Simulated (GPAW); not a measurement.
# KI (Fm-3m) in GPAW: further runs, part 2 of 2

GPAW 26.7.0. The steps go on from the part before.

## 4. Dielectric tensor, LDA

run.py reads:

```python
import numpy as np
from ase import Atoms
from ase.dft.bandgap import bandgap
from ase.io import write
from gpaw import GPAW, PW
from gpaw.response.df import DielectricFunction

atoms = Atoms(['I', 'K'],
              cell=[[0.0, 3.532775, 3.532775],
                    [3.532775, 0.0, 3.532775],
                    [3.532775, 3.532775, 0.0]],
              scaled_positions=[[0.5, 0.5, 0.5],
                                [0.0, 0.0, 0.0]],
              pbc=True)

calc = GPAW(mode=PW(450),
            xc='LDA',
            kpts={'size': (5, 5, 5), 'gamma': True},
            occupations={'name': 'fermi-dirac', 'width': 0.001},
            nbands=16,
            convergence={'density': 1e-06},
            maxiter=150,
            txt='gpaw.txt')
atoms.calc = calc
energy = atoms.get_potential_energy()
calc.write('gs.gpw')
write('result.traj', atoms)
print(f'Energy: {energy:.6f} eV')
print('Fermi level:', round(calc.get_fermi_level(), 4), 'eV')
print(f'Gap: {bandgap(calc)[0]:.4f} eV, direct: {bandgap(calc, direct=True)[0]:.4f} eV')

for size in [(12, 12, 12), (17, 17, 17)]:
    name = 'x'.join(str(n) for n in size)
    dense = calc.fixed_density(kpts={'size': size, 'gamma': True},
                               nbands=34, convergence={'bands': 28, 'eigenstates': 1e-7},
                               update_fermi_level=True, txt=f'dense-{name}.txt')
    dense.write(f'{name}.gpw', mode='all')
    df = DielectricFunction(f'{name}.gpw', frequencies=np.array([0.0]), hilbert=False, eta=0.001,
                            ecut=80, nbands=28, intraband=False, txt=f'df-{name}.txt')
    for xc in ['RPA', 'ALDA', 'Bootstrap']:
        for direction in ['x', 'y', 'z', [0, 1, 1], [1, 0, 1], [1, 1, 0]]:
            e0, e = df.get_macroscopic_dielectric_constant(xc=xc, direction=direction)
            print(f'{name} {xc} {direction}: {e0:.4f} without, {e:.4f} with local fields')
```

Potentials or basis: the program's PAW data sets (release 1.2.1) made for this functional, pw.

Started as:

```bash
OMP_NUM_THREADS=1 python run.py
```

gpaw.txt:

```text
__  _  _
 | _ |_)|_||  |
 |__||  | ||/\| - 26.7.0

Input parameters:
  mode=PW(ecut=450.00000000000006),
  convergence={'density': 1e-06},
  kpts=MonkhorstPack(size=(5, 5, 5), gamma=True),
  maxiter=150,
  nbands=16,
  occupations=Occupations(name='fermi-dirac', width=0.001),
  xc=XC(name='LDA')

Diagonalizing LCAO Hamiltonian
Converting LCAO to pw mode

                   I

       K

Atoms  # Å, Bohr magnetons
|   | symbol |        x |        y |        z |    initial magnetic moments |
|---|--------|----------|----------|----------|-----------------------------|
| 0 |      I | 3.532775 | 3.532775 | 3.532775 | ( 0.0000,  0.0000,  0.0000) |
| 1 |      K | 0.000000 | 0.000000 | 0.000000 | ( 0.0000,  0.0000,  0.0000) |

Unit cell  # Å
| periodic |        x |        y |        z |  lengths |    angles |
|----------|----------|----------|----------|----------|-----------|
|      yes | 0.000000 | 3.532775 | 3.532775 | 4.996098 | 60.000000 |
|      yes | 3.532775 | 0.000000 | 3.532775 | 4.996098 | 60.000000 |
|      yes | 3.532775 | 3.532775 | 0.000000 | 4.996098 | 60.000000 |

Number of symmetries: 48
Symmetry operations  # r_c * U_cc + t_c -> r_c
|    | kind |            matrix            |
|----|------|------------------------------|
|  0 |  σ   |  1, 0, 0,  1, 0,-1,  1,-1, 0 |
|  1 |  C2  |  1, 0, 0,  1,-1, 0,  1, 0,-1 |
|  2 |  E   |  1, 0, 0,  0, 1, 0,  0, 0, 1 |
|  3 |  σ   |  1, 0, 0,  0, 0, 1,  0, 1, 0 |
|  4 |  C4  |  1, 0,-1,  1, 0, 0,  1,-1, 0 |
|  5 |  S6  |  1, 0,-1,  1,-1, 0,  1, 0, 0 |
|  6 |  σ   |  1, 0,-1,  0, 1,-1,  0, 0,-1 |
|  7 |  C3  |  1, 0,-1,  0, 0,-1,  0, 1,-1 |
|  8 |  S6  |  1,-1, 0,  1, 0, 0,  1, 0,-1 |
|  9 |  C4  |  1,-1, 0,  1, 0,-1,  1, 0, 0 |
| 10 |  C3  |  1,-1, 0,  0,-1, 1,  0,-1, 0 |
| 11 |  σ   |  1,-1, 0,  0,-1, 0,  0,-1, 1 |
| 12 |  σ   |  0, 1, 0,  1, 0, 0,  0, 0, 1 |
| 13 |  C4  |  0, 1, 0,  0, 1,-1, -1, 1, 0 |
| 14 |  C3  |  0, 1, 0,  0, 0, 1,  1, 0, 0 |
| 15 |  S6  |  0, 1, 0, -1, 1, 0,  0, 1,-1 |
| 16 |  C2  |  0, 1,-1,  1, 0,-1,  0, 0,-1 |
| 17 |  σ   |  0, 1,-1,  0, 1, 0, -1, 1, 0 |
| 18 |  S4  |  0, 1,-1,  0, 0,-1,  1, 0,-1 |
| 19 |  C4  |  0, 1,-1, -1, 1, 0,  0, 1, 0 |
| 20 |  C3  |  0, 0, 1,  1, 0, 0,  0, 1, 0 |
| 21 |  σ   |  0, 0, 1,  0, 1, 0,  1, 0, 0 |
| 22 |  S6  |  0, 0, 1,  0,-1, 1, -1, 0, 1 |
| 23 |  C4  |  0, 0, 1, -1, 0, 1,  0,-1, 1 |
| 24 |  S4  |  0, 0,-1,  1, 0,-1,  0, 1,-1 |
| 25 |  C3  |  0, 0,-1,  0, 1,-1,  1, 0,-1 |
| 26 |  C2  |  0, 0,-1,  0,-1, 0, -1, 0, 0 |
| 27 |  S6  |  0, 0,-1, -1, 0, 0,  0,-1, 0 |
| 28 |  S4  |  0,-1, 1,  1,-1, 0,  0,-1, 0 |
| 29 |  C4  |  0,-1, 1,  0, 0, 1, -1, 0, 1 |
| 30 |  C2  |  0,-1, 1,  0,-1, 0,  1,-1, 0 |
| 31 |  σ   |  0,-1, 1, -1, 0, 1,  0, 0, 1 |
| 32 |  C3  |  0,-1, 0,  1,-1, 0,  0,-1, 1 |
| 33 |  S6  |  0,-1, 0,  0, 0,-1, -1, 0, 0 |
| 34 |  S4  |  0,-1, 0,  0,-1, 1,  1,-1, 0 |
| 35 |  C2  |  0,-1, 0, -1, 0, 0,  0, 0,-1 |
| 36 |  C2  | -1, 1, 0,  0, 1, 0,  0, 1,-1 |
| 37 |  S6  | -1, 1, 0,  0, 1,-1,  0, 1, 0 |
| 38 |  S4  | -1, 1, 0, -1, 0, 1, -1, 0, 0 |
| 39 |  C3  | -1, 1, 0, -1, 0, 0, -1, 0, 1 |
| 40 |  S6  | -1, 0, 1,  0, 0, 1,  0,-1, 1 |
| 41 |  C2  | -1, 0, 1,  0,-1, 1,  0, 0, 1 |
| 42 |  C3  | -1, 0, 1, -1, 1, 0, -1, 0, 0 |
| 43 |  S4  | -1, 0, 1, -1, 0, 0, -1, 1, 0 |
| 44 |  C2  | -1, 0, 0,  0, 0,-1,  0,-1, 0 |
| 45 |  i   | -1, 0, 0,  0,-1, 0,  0, 0,-1 |
| 46 |  σ   | -1, 0, 0, -1, 1, 0, -1, 0, 1 |
| 47 |  C2  | -1, 0, 0, -1, 0, 1, -1, 1, 0 |

BZ-sampling:
  Number of BZ points: 125
  Number of IBZ points: 10

  Monkhorst-Pack size: [5, 5, 5]
  Monkhorst-Pack shift: [0, 0, 0]

K-points  # in reciprocal-cell coordinates
|   |                                coordinates |     weight |
|---|--------------------------------------------|------------|
| 0 | (  0.00000000,   0.00000000,   0.00000000) | 0.00800000 |
| 1 | (  0.20000000,   0.20000000,   0.00000000) | 0.04800000 |
| 2 | (  0.20000000,   0.20000000,   0.20000000) | 0.06400000 |
| 3 | (  0.40000000,   0.20000000,  -0.20000000) | 0.19200000 |
| 4 | (  0.40000000,   0.20000000,   0.20000000) | 0.09600000 |
| 5 | (  0.40000000,   0.40000000,  -0.40000000) | 0.19200000 |
| 6 | (  0.40000000,   0.40000000,  -0.20000000) | 0.09600000 |
| 7 | (  0.40000000,   0.40000000,   0.00000000) | 0.04800000 |
| 8 | (  0.40000000,   0.40000000,   0.20000000) | 0.19200000 |
| 9 | (  0.40000000,   0.40000000,   0.40000000) | 0.06400000 |

Plane wave coefficients: 1924
Cutoff: 450.00000000000006 eV

Spin-components: 1 (collinear spins)
Bands:           16
Projectors:      10
Spin-degeneracy: 2
Datatype:        complex128

Parallelization:
  kpt:    1
  domain: 1
  band:   1

Density:
  Valence electrons: 16.0
  Components: 1
  Grid points: [25 25 25]
  Charge: 0.0  # |e|

Potential:
  Grid points: [25 25 25]

species:
  I:
    name:    Iodine
    Z:       53.0
    valence: 7
    core:    46
    charge:  0.0  # [|e|]
    compensation charges:
      type: gauss
      rc: 0.37  # [Å]
      lmax: 2
    cutoffs:
      filter: 2.06  # [Å]
      core: 2.90  # [Å]
    projectors
    | kind |    occ | energy [eV] | rcut [Å] |
    |------|--------|-------------|----------|
    |   5s |  2.000 |     -17.626 |    1.164 |
    |   5p |  5.000 |      -7.241 |    1.164 |
    |    s |        |       9.585 |    1.164 |
    |    p |        |      19.970 |    1.164 |
    |    d |        |       0.000 |    1.164 |

    Using partial waves for I as LCAO basis

  K:
    name:    Potassium
    Z:       19.0
    valence: 9
    core:    10
    charge:  0.0  # [|e|]
    compensation charges:
      type: gauss
      rc: 0.35  # [Å]
      lmax: 2
    cutoffs:
      filter: 1.91  # [Å]
      core: 1.27  # [Å]
    projectors
    | kind |    occ | energy [eV] | rcut [Å] |
    |------|--------|-------------|----------|
    |   3s |  2.000 |     -35.177 |    1.122 |
    |   4s |  1.000 |      -2.428 |    1.122 |
    |   3p |  6.000 |     -18.839 |    1.106 |
    |    p |        |       8.373 |    1.106 |
    |    d |        |       0.000 |    0.937 |

    Using partial waves for K as LCAO basis

Reference energy: -209724.155214  # eV

eigensolver:
  PPCG
  Converge bands: occupied
  niter=2

density mixing:
  MSR1-Mixer
  Pratt-step length: 0.05
  Maximum mixing coefficient: 0.75
  Old densities: 10
  SVD Regularization: 0.005
  Good broyden scale: 1.0
  Trust region scale: 1.0
  Backstep threshold: 4.0
  History deletion threshold: 6.0
  Fourier metric: weight=20.0, sigma=0.015

occupation numbers:
  Fermi-Dirac:
    width: 0.0010  # eV

poisson solver:
  ecut: 3600.0000000000005  # eV

xc functional:
  name: None

convergence criteria:
- Maximum integral of absolute [dens]ity change: 1e-06 electrons / valence electron
- Maximum [total energy] change in last 3 cyles: 0.0005 eV / valence electron
- Maximum integral of absolute [eigenst]ate change: 4e-08 eV^2 / valence electron
maximum number of iterations: 150

SCF iterations
|iter     | |      energy | eigst |  dens |
|---------|-|-------------|-------|-------|
|iter:   1| |   -6.407402 | -0.39 |       |
|iter:   2| |   -6.397312 | -2.28 | -1.39 |
|iter:   3| |   -6.317668 | -2.31 | -1.42 |
|iter:   4| |   -6.315116 | -3.48 | -1.80 |
|iter:   5| |   -6.315047c| -4.82 | -2.23 |
|iter:   6| |   -6.315052c| -6.15 | -2.93 |
|iter:   7| |   -6.315052c| -7.69c| -3.77 |
|iter:   8| |   -6.315052c| -7.78c| -4.26 |
|iter:   9| |   -6.315052c| -8.98c| -5.71 |
|iter:  10| |   -6.315052c| -9.52c| -6.11c|

Converged in 10 steps
Energy contributions relative to reference atoms: (reference = -209724.155214)

Energy contributions:
  Kinetic:           2.341976
  Coulomb:          -2.163135
  Zero:             -0.656500
  External:          0.000000
  Xc:               -5.837393
  Entropy:          -0.000000
  Spinorbit:         0.000000
  ----------------------------
  Free energy:      -6.315052
  Extrapolated:     -6.315052

dipole moment: (-25.670786, -25.670786, -25.670786)  # |e|*Ang

Fermi level: 1.870
Eigenvalues  # (at kpt = [0.000, 0.000, 0.000])
| band index |      eig [eV] | occ [0-2] |
|------------|---------------|-----------|
|          0 |       -27.958 |     2.000 |
|          1 |       -11.676 |     2.000 |
|          2 |       -11.676 |     2.000 |
|          3 |       -11.676 |     2.000 |
|          4 |       -10.386 |     2.000 |
|          5 |         0.206 |     2.000 |
[... 8 lines left out ...]
|         14 |         9.757 |     0.000 |
|         15 |        12.698 |     0.000 |

Gap: 3.615 eV
Transition (v -> c):
  (s=0, k=0, n=7, [0.00, 0.00, 0.00]) -> (s=0, k=0, n=8, [0.00, 0.00, 0.00])
No difference between direct/indirect transitions
# Writing to gs.gpw (mode='')
```

Run time: 5 min. Hardware: 1 thread of Arm Neoverse V2, shared host; peak memory 1.6 GiB.

What came out:

| Quantity | Value |
| --- | --- |
| Free energy | -6.3151 eV |
| Band gap on the k mesh | 3.62 eV, direct |
| Electronic dielectric tensor (diagonal) | 2.73 |

Electronic dielectric tensor:
```
2.73 0.00 0.00
0.00 2.73 0.00
0.00 0.00 2.73
```

Caveat: the long-wavelength limit can be off by a per cent or two; spin-orbit coupling is left out, which moves the levels of the heavy elements; an odd mesh through Γ misses points on the zone boundary, where band edges often lie.

## 5. How close it comes

Step 4. The gap isn't set beside the deposited one, since this odd mesh misses points on the zone boundary. Against the measured high-frequency dielectric constant of KI, 2.65 (a printed reference work, monograph), the calculated 2.73 is off by +3.0 %.
